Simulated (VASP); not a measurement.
A run of VASP 6.6.1 is set up as follows.

INCAR

```
SYSTEM = TaN
PREC = Accurate
ENCUT = 520
EDIFF = 1E-7
ISMEAR = -1
SIGMA = 0.05
LREAL = .FALSE.
LASPH = .TRUE.
NELM = 100
ALGO = Normal
ISIF = 2
LWAVE = .FALSE.
LCHARG = .FALSE.
GGA = PS
NBANDS = 33
KPAR = 2
```

KPOINTS

```
Automatic mesh
0
G
  6 6 9
  0 0 0
```

File POSCAR:

```
TaN
1.0
    5.1960000000      0.0000000000      0.0000000000
   -2.5980000000      4.4998679981      0.0000000000
    0.0000000000      0.0000000000      2.9110000000
Ta N
3 3
Direct
    0.0000000000      0.0000000000      0.0000000000
    0.6666666667      0.3333333333      0.5000000000
    0.3333333333      0.6666666667      0.5000000000
    0.0000000000      0.3928500000      0.0000000000
    0.6071500000      0.6071500000      0.0000000000
    0.3928500000      0.0000000000      0.0000000000
```

Potentials or basis: VASP PAW PBE potentials, release 64 (Ta_pv, N).

Run with:

```console
$ cat potpaw_PBE.64/Ta_pv/POTCAR potpaw_PBE.64/N/POTCAR > POTCAR
$ mpirun -np 2 vasp_std > vasp.out
```

(1) What does it give for the pressure?

(2) Predict the largest force.

(3) Predict the band gap on the k mesh.

Answers

(1) -3.0 GPa.

(2) 0.026 eV/Å.

(3) none (metal or under the smearing width).

Caveat: the PAW data sets were made with another functional, which shifts forces and pressure a little.
